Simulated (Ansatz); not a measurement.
# CuAu3 (Pm-3m) in Ansatz: equation of state

How stiff is CuAu3 in PBEsol, and what volume does it want? The cell is scaled to several volumes.

Program: Ansatz 0.2.0. These are calculated values, not measurements. Logs are shortened: lines on timing, memory, paths and dates and some standing lists are left out, and cuts for length are marked.

**1. The structure**

Symmetry: Pm-3m, No. 221, cubic system. The conventional cell has a = 3.980 Å, b = 3.980 Å, c = 3.980 Å, α = 90.00°, β = 90.00°, γ = 90.00°. Around Au (site symmetry 4/mmm) lie 8 Au at 2.81 Å and 4 Cu at 2.81 Å. Cu (site symmetry m-3m) is surrounded by 12 Au at 2.81 Å.

**2. Single point, PBEsol, 14.82 Å³/atom (volume scaled by 0.94)**

input.yaml

```yaml
crystal:
  lattice:
    - [3.8987527127, 0.0, 0.0]
    - [0.0, 3.8987527127, 0.0]
    - [0.0, 0.0, 3.8987527127]
  atoms:
    - { symbol: Au, position: [0.5, 0.5, 0.0] }
    - { symbol: Au, position: [0.5, 0.0, 0.5] }
    - { symbol: Au, position: [0.0, 0.5, 0.5] }
    - { symbol: Cu, position: [0.0, 0.0, 0.0] }
hamiltonian:
  xc: pbesol
  pseudopotentials: { kind: paw }
kpoints:
  mp_grid: { grid: [7, 7, 7] }
scf:
  occupations: { method: fermi_dirac, width: 0.05 }
output:
  forces: true
  stress: true
  eigenvalues: true
  write_density: true
  write_potential: true
  elf: true
  volumetric_format: npy
```

Potentials or basis: Ansatz PAW.

Run with:

```console
ansatz run input.yaml --threads 2 --pin off --max-ram 5632MiB --backend cpu --events-out ev --progress --plain --runs-dir out
```

Standard output:

```text
Warning: RAYON_NUM_THREADS=2 ignored (pool sized by the plan → 2); use --threads N
Engine: ansatz 0.2.0, x86_64-unknown-linux-gnu
Pseudopotentials: kind: paw
Pseudopotential: Au, paw, valence charge 19, recommended cutoff 420 eV (normal), Au.paw.azcp
Pseudopotential: Cu, paw, valence charge 19, recommended cutoff 420 eV (normal), Cu.paw.azcp
Functional definition: PBEsol
  exchange = pbesol_x
  correlation = pbesol_c
Crystal: 4 atoms, lattice volume = 59.262 Å³
Basis set: ecut = 420 eV, 1189 PW (Γ), exchange–correlation on 54×54×54 points (8 copies of the dense FFT grid, shifted against one another)
Bands: 46, of which v1, the nominal top of the filled ones, is band 38 counted from 1 (37 counted from 0)
Symmetry: 48 space group operations
Space group: Pm-3m (ITA 221), of the structure as read, at distance tolerance 3.9e-5 Å
k-points: 20 of 343
Non-local potential: Au, projectors of the file, l = 0: 3, l = 1: 2, l = 2: 2, l = 3: 1
Non-local potential: Cu, projectors of the file, l = 0: 3, l = 1: 2, l = 2: 3, l = 3: 1
PAW form: soft (Blöchl's): semilocal exchange-correlation on the pseudo side does not see the compensation charge
PAW frozen core: Au, regenerated for the run's functional, and the local potential with it (the file was generated under x = pbe(κ = 0.804, μ = 0.2195149727645171), c = pbe(β = 0.06672455060314922))
PAW frozen core: Cu, regenerated for the run's functional, and the local potential with it (the file was generated under x = pbe(κ = 0.804, μ = 0.2195149727645171), c = pbe(β = 0.06672455060314922))
PAW one-centre angular grid: Au, 590 points (default); XC on 64 Gauss nodes
PAW one-centre angular grid: Cu, 590 points (default); XC on 64 Gauss nodes
Initial density: superposition of atomic densities (neutral atoms: chi_scale 0, normalization atom), corrected by the library's trained network
Initial wavefunctions: pseudopotential atomic-orbital guess
Functional: x = pbesol(κ = 0.804, μ = 0.12345679012345678), c = pbesol(β = 0.046)
SCF iter   1: F=—  HF=-45610.057042 eV  |F-HF|=—  |Δ(HF+E_count)|=         —  Δρ=1.17e-2  dr2=5.30e-2  ethr=1.77e-3  ⟨swp⟩=6.5  Hψ=3181  notcnv=0  defer=4
preconditioner: auto → Resta (q_TF=auto, 2.844 Å⁻¹)  ε∞=9.2  [insulator: Δε(μ)=0.178 eV  Ē_g=11.172 eV  σ=0.050 eV  W_gap=0.57  n_scr=26 (ndim 8)  ℏωp=32.0 eV  f_vac=0.000  D(μ)=1.36/eV (n_scr^D=6)  ε∞_Penn≈9.2]
SCF iter   2: F=—  HF=-45610.046532 eV  |F-HF|=—  |Δ(HF+E_count)|=   1.05e-2  Δρ=3.11e-3  dr2=5.12e-3  ethr=6.97e-5  ⟨swp⟩=2.5  Hψ=1723  notcnv=0  defer=47
SCF iter   3: F=—  HF=-45610.045051 eV  |F-HF|=—  |Δ(HF+E_count)|=   1.48e-3  Δρ=1.65e-3  dr2=1.21e-3  ethr=6.74e-6  ⟨swp⟩=2.5  Hψ=1341  notcnv=0  defer=47
SCF iter   4: F=—  HF=-45610.044739 eV  |F-HF|=—  |Δ(HF+E_count)|=   3.12e-4  Δρ=2.97e-4  dr2=3.35e-5  ethr=1.60e-6  ⟨swp⟩=2.0  Hψ=1187  notcnv=0  defer=47
SCF iter   5: F=—  HF=-45610.044743 eV  |F-HF|=—  |Δ(HF+E_count)|=   3.72e-6  Δρ=9.14e-5  dr2=2.65e-6  ethr=4.41e-8  ⟨swp⟩=2.0  Hψ=1622  notcnv=0  defer=47
SCF iter   6: F=—  HF=-45610.044743 eV  |F-HF|=—  |Δ(HF+E_count)|=   7.70e-8  Δρ=1.79e-5  dr2=1.98e-7  ethr=3.48e-9  ⟨swp⟩=2.0  Hψ=1505  notcnv=0  defer=47
SCF iter   7: F=-45610.044743 eV  HF=-45610.044743 eV  |F-HF|=4.77e-9  |Δ(HF+E_count)|=   5.36e-9  Δρ=5.13e-6  dr2=1.31e-8  ethr=1.32e-10  ⟨swp⟩=11.9  Hψ=5932  notcnv=0
SCF 1 converged in 7 iterations: F = -45610.044743 eV  dr2 = 1.31e-8
SCF converged after 7 iterations
Free energy (F): -45610.044743 eV
Harris-Foulkes:  -45610.044743 eV  (|F-HF|=4.77e-9)
Internal energy: -45610.033493 eV  (E = F + TS)
E sigma→0 (E₀):  -45610.039118 eV
Entropy (-TS):   -0.011249 eV (-2.812 meV/atom)
Fermi energy:    21.504991 eV
--- Per-component energies (eV) ---
  E_band       = -863.842496
  E_kinetic    = 2119.385755
  E_local      = -8947.565968  (includes V_loc(G=0)·N_el)
  E_nonlocal   = 629.409971
  E_hartree    = 3913.889681
  E_xc         = -771.546416
  E_vxc        = -942.950747  (∫ρ·V_xc dr)
  E_paw        = -30328.599349  (= ΣΔE_a)
  E_vpaw       = -1549.909122  (= ΣTr[D̂ρ^β])
  E_aug_tail   = 0.004338  (compensation charges beyond the density's cutoff)
  E_ewald      = -12226.146145
  E_core_change = 1.134639  (= ΣΔE_core)
  E_smearing   = -0.011249  (= −TS)
  E_closure    = -0.000000  (closes the sum)
  Σ components = -45610.044743   (vs F -45610.044743, Δ=0.00e0)
--- Forces (eV/Å), atoms counted from 1 ---
  atom   1  Au     0.00000000     0.00000000     0.00000000
  atom   2  Au     0.00000000    -0.00000000    -0.00000000
  atom   3  Au     0.00000000     0.00000000     0.00000000
  atom   4  Cu    -0.00000000     0.00000000     0.00000000
  max |Σ_I F_I| component: 1.55e-28 eV/Å
--- Stress (GPa, compression-positive) ---
       11.492329       0.000000       0.000000
       -0.000000      11.492329       0.000000
        0.000000      -0.000000      11.492329
  P = ⅓ Tr σ = 11.4923 GPa (114.923 kbar)
--- Band table (eV; the first three rows and the last of 20) ---
  k-point 0: bands = ["-90.3821", "-84.4870", "-84.4627", "-84.4627", "-47.9285", "-47.9285", "-47.9285", "-36.0208", "-36.0208", "-36.0208", "-35.8445", "-35.8445", "-35.8445", "-35.7660", "-35.7660", "-35.7660", "10.8354", "13.3341", "14.2551", "14.2551", "14.2551", "14.3790", "14.3790", "17.0717", "17.0717", "17.0717", "18.4947", "18.4947", "19.5864", "19.7687", "19.7687", "19.9948", "19.9948", "19.9948", "19.9970", "19.9970", "19.9970", "22.2878", "22.2878", "22.2878", "27.9766", "27.9766", "28.7767", "31.3597", "31.3597", "31.3597"]
  k-point 1: bands = ["-90.3821", "-84.4860", "-84.4638", "-84.4627", "-47.9285", "-47.9285", "-47.9285", "-36.0140", "-36.0140", "-36.0089", "-35.8464", "-35.8464", "-35.8449", "-35.7791", "-35.7711", "-35.7711", "11.0903", "13.4917", "14.3269", "14.3945", "14.3945", "14.4212", "14.5752", "16.9605", "17.1033", "17.1033", "18.3136", "18.5299", "19.2015", "19.2015", "19.3861", "19.6527", "19.7165", "19.8248", "19.8248", "19.9950", "19.9975", "20.9924", "23.2673", "23.2673", "27.9055", "28.0447", "29.9851", "31.3564", "31.3564", "31.5233"]
  k-point 2: bands = ["-90.3821", "-84.4831", "-84.4667", "-84.4627", "-47.9285", "-47.9285", "-47.9285", "-35.9968", "-35.9968", "-35.9755", "-35.8526", "-35.8526", "-35.8458", "-35.8153", "-35.7825", "-35.7825", "11.8111", "13.8960", "14.4827", "14.5125", "14.8020", "14.8020", "15.1100", "16.6878", "17.0896", "17.0896", "17.8157", "18.1074", "18.1074", "18.5753", "18.8305", "18.8588", "19.4353", "19.4353", "19.4670", "19.6027", "19.9954", "19.9986", "25.0036", "25.0036", "27.4445", "27.7326", "30.4481", "30.4481", "31.0274", "31.5771"]
  k-point 19: bands = ["-90.3820", "-84.4716", "-84.4704", "-84.4704", "-47.9286", "-47.9286", "-47.9286", "-36.1130", "-35.9658", "-35.9648", "-35.9648", "-35.8074", "-35.8074", "-35.7621", "-35.7621", "-35.7614", "13.6558", "13.7433", "13.8488", "13.8488", "16.0938", "16.0938", "16.2630", "16.7558", "17.0464", "17.0464", "17.5690", "17.5690", "18.7274", "18.7274", "18.9258", "19.3096", "19.6156", "19.6676", "19.6676", "19.7944", "19.7944", "20.8825", "21.0429", "21.0429", "25.0175", "25.0175", "25.6688", "26.6185", "36.2442", "36.5848"]
```

Wall time 1.6 s (2 threads of Intel Xeon Platinum 8488C (Sapphire Rapids), shared host); peak memory 0.43 GiB.

Results:

```yaml
Free_energy: -45610.0447 eV
Pressure: 11.5 GPa
Band_gap_on_the_k_mesh: none (metal or under the smearing width)
```

Caveat: the PAW data sets come from PBE, with cores solved anew for the run's functional, which leaves a small shift of forces and pressure.

**3. Single point, PBEsol, 15.13 Å³/atom (volume scaled by 0.96)**

input.yaml, as its differences from that of step 2:

```diff
@@ -2,5 +2,5 @@
   lattice:
-    - [3.8987527127, 0.0, 0.0]
-    - [0.0, 3.8987527127, 0.0]
-    - [0.0, 0.0, 3.8987527127]
+    - [3.9262096223, 0.0, 0.0]
+    - [0.0, 3.9262096223, 0.0]
+    - [0.0, 0.0, 3.9262096223]
   atoms:
@@ -21,5 +21 @@
   eigenvalues: true
-  write_density: true
-  write_potential: true
-  elf: true
-  volumetric_format: npy
```

Potentials or basis: Ansatz PAW.

Run with:

```console
ansatz run input.yaml --threads 2 --pin off --max-ram 5632MiB --backend cpu --events-out ev --progress --plain --runs-dir out
```

It took 1.4 s on 2 threads of Intel Xeon Platinum 8488C (Sapphire Rapids), shared host; peak memory 0.42 GiB.

Results (log left out):

| Quantity | Value |
| --- | --- |
| Free energy | -45610.1162 eV |
| Pressure | 6.8 GPa |
| Band gap on the k mesh | none (metal or under the smearing width) |

Caveat: the PAW data sets come from PBE, with cores solved anew for the run's functional, which leaves a small shift of forces and pressure.

**4. Single point, PBEsol, 15.45 Å³/atom (volume scaled by 0.98)**

input.yaml, as its differences from that of step 3:

```diff
@@ -2,5 +2,5 @@
   lattice:
-    - [3.9262096223, 0.0, 0.0]
-    - [0.0, 3.9262096223, 0.0]
-    - [0.0, 0.0, 3.9262096223]
+    - [3.9532877857, 0.0, 0.0]
+    - [0.0, 3.9532877857, 0.0]
+    - [0.0, 0.0, 3.9532877857]
   atoms:
```

Run with:

```console
ansatz run input.yaml --threads 2 --pin off --max-ram 5632MiB --backend cpu --events-out ev --progress --plain --runs-dir out
```

It took 1.5 s on 2 threads of Intel Xeon Platinum 8488C (Sapphire Rapids), shared host; peak memory 0.43 GiB.

Results (log left out):

* Free energy: -45610.1529 eV
* Pressure: 2.6 GPa
* Band gap on the k mesh: none (metal or under the smearing width)

Caveat: the PAW data sets come from PBE, with cores solved anew for the run's functional, which leaves a small shift of forces and pressure.

**5. Single point, PBEsol, 15.76 Å³/atom**

input.yaml, as its differences from that of step 4:

```diff
@@ -2,5 +2,5 @@
   lattice:
-    - [3.9532877857, 0.0, 0.0]
-    - [0.0, 3.9532877857, 0.0]
-    - [0.0, 0.0, 3.9532877857]
+    - [3.98, 0.0, 0.0]
+    - [0.0, 3.98, 0.0]
+    - [0.0, 0.0, 3.98]
   atoms:
```

Run with:

```console
ansatz run input.yaml --threads 2 --pin off --max-ram 5632MiB --backend cpu --events-out ev --progress --plain --runs-dir out
```

Wall time 1.5 s (2 threads of Intel Xeon Platinum 8488C (Sapphire Rapids), shared host); peak memory 0.42 GiB.

The run converged. Its results:

- Free energy: -45610.1591 eV
- Pressure: -1.0 GPa
- Band gap on the k mesh: none (metal or under the smearing width)

Caveat: the PAW data sets come from PBE, with cores solved anew for the run's functional, which leaves a small shift of forces and pressure.

**6. Single point, PBEsol, 16.08 Å³/atom (volume scaled by 1.02)**

input.yaml, as its differences from that of step 5:

```diff
@@ -2,5 +2,5 @@
   lattice:
-    - [3.98, 0.0, 0.0]
-    - [0.0, 3.98, 0.0]
-    - [0.0, 0.0, 3.98]
+    - [4.006358384, 0.0, 0.0]
+    - [0.0, 4.006358384, 0.0]
+    - [0.0, 0.0, 4.006358384]
   atoms:
```

Potentials or basis: Ansatz PAW.

Run with:

```console
ansatz run input.yaml --threads 2 --pin off --max-ram 5632MiB --backend cpu --events-out ev --progress --plain --runs-dir out
```

It took 1.6 s on 2 threads of Intel Xeon Platinum 8488C (Sapphire Rapids), shared host; peak memory 0.42 GiB.

It converged, with:

| Property | Result |
| --- | --- |
| Free energy | -45610.1386 eV |
| Pressure | -4.2 GPa |
| Band gap on the k mesh | none (metal or under the smearing width) |

Caveat: the PAW data sets come from PBE, with cores solved anew for the run's functional, which leaves a small shift of forces and pressure.

**7. Single point, PBEsol, 16.39 Å³/atom (volume scaled by 1.04)**

input.yaml, as its differences from that of step 6:

```diff
@@ -2,5 +2,5 @@
   lattice:
-    - [4.006358384, 0.0, 0.0]
-    - [0.0, 4.006358384, 0.0]
-    - [0.0, 0.0, 4.006358384]
+    - [4.0323744272, 0.0, 0.0]
+    - [0.0, 4.0323744272, 0.0]
+    - [0.0, 0.0, 4.0323744272]
   atoms:
@@ -21 +21,5 @@
   eigenvalues: true
+  write_density: true
+  write_potential: true
+  elf: true
+  volumetric_format: npy
```

Potentials or basis: Ansatz PAW.

Run with:

```console
ansatz run input.yaml --threads 2 --pin off --max-ram 5632MiB --backend cpu --events-out ev --progress --plain --runs-dir out
```

Standard output:

```text
Warning: RAYON_NUM_THREADS=2 ignored (pool sized by the plan → 2); use --threads N
[... 2 set-up lines as earlier in the session ...]
[... 67 lines left out ...]
  k-point 1: bands = ["-92.8636", "-86.8302", "-86.8171", "-86.8164", "-50.4082", "-50.4082", "-50.4082", "-38.3044", "-38.3044", "-38.3009", "-38.1919", "-38.1919", "-38.1909", "-38.1458", "-38.1405", "-38.1405", "9.3944", "11.7583", "12.4658", "12.5236", "12.5236", "12.5463", "12.6843", "14.7161", "14.8311", "14.8311", "15.8450", "16.0232", "16.6403", "16.6403", "16.7232", "17.0858", "17.1318", "17.2106", "17.2106", "17.2363", "17.3676", "18.5065", "20.6176", "20.6176", "24.3611", "24.6195", "26.4324", "28.3111", "28.3111", "28.3851"]
  k-point 2: bands = ["-92.8636", "-86.8285", "-86.8188", "-86.8164", "-50.4083", "-50.4082", "-50.4082", "-38.2928", "-38.2928", "-38.2782", "-38.1959", "-38.1959", "-38.1914", "-38.1700", "-38.1482", "-38.1482", "10.0569", "12.1026", "12.5894", "12.6244", "12.8728", "12.8728", "13.1512", "14.4929", "14.8171", "14.8171", "15.4314", "15.7129", "15.7129", "16.0521", "16.2994", "16.4195", "16.9036", "16.9036", "16.9752", "17.0385", "17.2372", "17.3680", "22.1562", "22.1562", "24.1700", "24.2348", "27.3032", "27.3032", "27.7996", "28.2514"]
  k-point 19: bands = ["-92.8636", "-86.8217", "-86.8210", "-86.8210", "-50.4083", "-50.4083", "-50.4083", "-38.3703", "-38.2716", "-38.2709", "-38.2709", "-38.1654", "-38.1654", "-38.1348", "-38.1348", "-38.1344", "11.8341", "11.9241", "12.0085", "12.0085", "13.9598", "13.9598", "14.1022", "14.5590", "14.7996", "14.7996", "15.2346", "15.2346", "16.2895", "16.2895", "16.5612", "16.9156", "16.9663", "17.0796", "17.0796", "17.1899", "17.1899", "18.3743", "18.4977", "18.4977", "21.7610", "21.7610", "22.4186", "23.3438", "33.4535", "33.7518"]
```

It took 2.1 s on 2 threads of Intel Xeon Platinum 8488C (Sapphire Rapids), shared host; peak memory 0.44 GiB.

Results:

```
Free energy            : -45610.0948 eV
Pressure               : -6.9 GPa
Band gap on the k mesh : none (metal or under the smearing width)
```

Caveat: the PAW data sets come from PBE, with cores solved anew for the run's functional, which leaves a small shift of forces and pressure.

**8. Single point, PBEsol, 16.71 Å³/atom (volume scaled by 1.06)**

input.yaml, as its differences from that of step 7:

```diff
@@ -2,5 +2,5 @@
   lattice:
-    - [4.0323744272, 0.0, 0.0]
-    - [0.0, 4.0323744272, 0.0]
-    - [0.0, 0.0, 4.0323744272]
+    - [4.0580590332, 0.0, 0.0]
+    - [0.0, 4.0580590332, 0.0]
+    - [0.0, 0.0, 4.0580590332]
   atoms:
```

Run with:

```console
ansatz run input.yaml --threads 2 --pin off --max-ram 5632MiB --backend cpu --events-out ev --progress --plain --runs-dir out
```

It took 1.9 s on 2 threads of Intel Xeon Platinum 8488C (Sapphire Rapids), shared host; peak memory 0.45 GiB.

Results (log left out):

```
Free energy            : -45610.0308 eV
Pressure               : -9.3 GPa
Band gap on the k mesh : none (metal or under the smearing width)
```

Caveat: the PAW data sets come from PBE, with cores solved anew for the run's functional, which leaves a small shift of forces and pressure.

**9. Equation of state, PBEsol**

Potentials or basis: Ansatz PAW.

This step only gathers the single runs of the series.

What came out:

- Equilibrium volume: 15.67 Å³/atom
- Bulk modulus: 175 GPa
- Pressure derivative of the bulk modulus: 5.7

Energy against volume, from the lowest point:
| volume (Å³/atom) | energy (meV/atom) |
| --- | --- |
| 14.816 | 28.59 |
| 15.131 | 10.71 |
| 15.446 | 1.54 |
| 15.761 | 0.00 |
| 16.076 | 5.12 |
| 16.392 | 16.07 |
| 16.707 | 32.07 |
